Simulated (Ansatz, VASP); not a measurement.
**Zn: VASP beside Ansatz**

INCAR

```
PREC = Accurate
ENCUT = 520
EDIFF = 1E-7
ISMEAR = -1
SIGMA = 0.05
LREAL = False
LASPH = True
NELM = 80
ALGO = Normal
ISIF = 2
LWAVE = False
LCHARG = False
GGA = PE
NBANDS = 19
```

The input KPOINTS:

```
Automatic mesh
0
Gamma
  11 11 6
```

POSCAR

```
Zn
1.0
    2.6876826345      0.0000000000      0.0000000000
   -1.3438413173      2.3276014388      0.0000000000
    0.0000000000      0.0000000000      4.9988883757
Zn
2
Direct
    0.6666666667      0.3333333333      0.7500000000
    0.3333333333      0.6666666667      0.2500000000
```

The input input.yaml:

```yaml
crystal:
  lattice:
    - [2.6876826345, 0.0, 0.0]
    - [-1.3438413173, 2.3276014388, 0.0]
    - [0.0, 0.0, 4.9988883757]
  atoms:
    - { symbol: Zn, position: [0.6666666667, 0.3333333333, 0.75] }
    - { symbol: Zn, position: [0.3333333333, 0.6666666667, 0.25] }
hamiltonian:
  xc: pbe
  pseudopotentials: { kind: paw }
kpoints:
  mp_grid: { grid: [11, 11, 6] }
scf:
  occupations: { method: fermi_dirac, width: 0.05 }
output:
  forces: true
  stress: true
  eigenvalues: true
```

Change from the starting cell: volume scaled by 1.02.

Alike in both runs: task single point; functional PBE; k mesh 11 × 11 × 6; occupations fermi-dirac, width 0.05 eV; no spin polarisation.

|  | VASP | Ansatz |
| --- | --- | --- |
| version | VASP 6.6.1 | Ansatz 0.2.0 |
| potentials or method | VASP PAW PBE potentials, release 64 (Zn) | Ansatz PAW |
| plane-wave cutoff (eV) | 520 | 420 |
| valence electrons in the cell | 24 | 24 |

Ansatz gave:

- gap on the k mesh at the Fermi level (eV): none
- pressure (GPa): -2.0
- largest component of the traceless stress (GPa): 0.16

Question: What did VASP give for the same quantities?

Answer: gap on the k mesh at the Fermi level (eV): none; pressure (GPa): -1.7; largest component of the traceless stress (GPa): 0.28.

A gap of «none» marks a metal or a gap that the smearing closes.
